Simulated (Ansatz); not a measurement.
# ZrS: the cost of one run

Computed with Ansatz 0.2.0 (DFT PBEsol, scalar-relativistic, plane waves, PAW, unless a step's input says otherwise).

The COD entry's cell or inner coordinates are ideal or old and differ from later refinements, so a difference from it is no clean test against experiment.

1 further run of the same task is left out (set aside as unsound or not needed).

## Step 1: The system as given

The structure is cubic, space group Fm-3m (No. 225). The conventional cell has a = 5.167 Å, b = 5.167 Å, c = 5.167 Å, α = 90.00°, β = 90.00°, γ = 90.00°. Around Zr (site symmetry m-3m) lie 6 S at 2.58 Å. S (site symmetry m-3m) has 6 Zr at 2.58 Å as nearest neighbours.

As a file:

```xyz
2
Lattice="0.0000 2.5834 2.5834 2.5834 0.0000 2.5834 2.5834 2.5834 0.0000" Properties=species:S:1:pos:R:3 pbc="T T T"
Zr    0.0000    0.0000    0.0000
S     2.5834    2.5834    2.5834
```

This cell was relaxed beforehand with the same method: volume 17.24 Å³/atom, gap on the mesh none (metal).

## Step 2: The scan

The energy is mapped over two homogeneous strains (x along [1 0 0], y along [0 1 0], z along [0 0 1] of the conventional cell).

First coordinate, strain +e along x and -e along y: 7 values from −4.00 %. Second coordinate, strain +e along z and -e/2 along x and y: 7 values from −7.00 %.

Nothing else is relaxed (symmetry fixes all fractional coordinates). Energies count from the relaxed crystal. Points are written as (first, second).

## Step 3: The run at (−4.00 %, −7.00 %)

File input.yaml:

```yaml
crystal:
  lattice:
    - [0.0, 2.7771299347, 2.4025403156]
    - [2.5704598, 0.0, 2.4025403156]
    - [2.5704598, 2.7771299347, 0.0]
  atoms:
    - { symbol: Zr, position: [0.0, 0.0, 0.0] }
    - { symbol: S, position: [0.5, 0.5, 0.5] }
basis:
  ecutwfc: 420
kpoints:
  mp_grid: { grid: [16, 16, 16] }
hamiltonian:
  xc: pbesol
  pseudopotentials: { kind: paw, azcp: { folder: soft_1 } }
scf:
  occupations: { method: gaussian, width: 0.15 }
output:
  forces: true
  stress: true
  eigenvalues: true
  write_density: true
  write_potential: true
  elf: true
  volumetric_format: npy
```

Command:

```bash
$ ansatz run input.yaml --threads 1 --pin off --max-ram 2048MiB --backend cpu --events-out ev --progress --plain --runs-dir out
```

**Question.** How long does this run take on 1 thread of Arm Neoverse N1, shared host, and how much memory does it need?

About 43 s, with a peak of 0.53 GiB.
